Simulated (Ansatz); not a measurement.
Crystal: PtS2.

```
Pt S
1.0
     3.54320    0.00000    0.00000
    -1.77160    3.06850    0.00000
     0.00000    0.00000    5.03880
Pt S
1 2
Direct
  0.00000 0.00000 0.00000
  0.66667 0.33333 0.77300
  0.33333 0.66667 0.22700
```

* Program: Ansatz 0.2.0
* Task: relaxation of cell and atoms
* Functional: RPBE
* Potentials or basis: Ansatz PAW
* Cutoff: 420 eV (not typed: the program's choice for these potentials)
* k mesh: 9 × 9 × 5
* Occupations: fermi-dirac, width 0.05 eV
* Spin: no spin polarisation

At the start: volume 18.26 Å³/atom.

Where does the relaxation end?

It ends after 18 steps and the volume is 27.23 Å³/atom (+49.1 %); space group P-3m1 (No. 164, to 0.05 Å).

The path:
```tsv
step	energy change (eV)	largest force (eV/Å)	volume (Å³)
1	0.0000	1.3250	54.78
2	-0.2504	0.0158	60.38
3	-0.2932	0.0086	63.12
4	-0.3193	0.0726	65.09
5	-0.3252	0.0191	67.48
6	-0.3258	0.0077	67.02
7	-0.3466	0.0026	67.02
8	-0.3603	0.0077	68.88
9	-0.3738	0.0317	71.52
10	-0.3807	0.0091	74.37
11	-0.3809	0.0372	75.81
12	-0.3812	0.0006	75.56
13	-0.3866	0.0016	75.56
14	-0.3888	0.0032	77.06
15	-0.3907	0.0295	79.81
16	-0.3908	0.0077	81.48
17	-0.3908	0.0011	81.70
18	-0.3922	0.0005	81.70
```

Final structure:
```yaml
crystal:
  lattice:
    - [3.60201, 0.00000, 0.00000]
    - [-1.80100, 3.11943, 0.00000]
    - [0.00000, 0.00000, 7.27079]
  atoms:
    - { symbol: Pt, position: [0.00000, 0.00000, 0.00000] }
    - { symbol: S, position: [0.66667, 0.33333, 0.83089] }
    - { symbol: S, position: [0.33333, 0.66667, 0.16911] }
```

Caveat: the volume moved by over 15 % at a fixed basis, so the end points are rough; the plane-wave basis is chosen anew once the cell has moved, so the energies of steps on either side of that aren't comparable; this functional lacks dispersion, which binds the layers, so the pressure and a relaxed spacing across them are unreliable, and here the layers came unbound; the volume moved by +49 % from the deposited cell, more than functionals usually miss; the PAW data sets come from PBE, with cores solved anew for the run's functional, which leaves a small shift of forces and pressure.
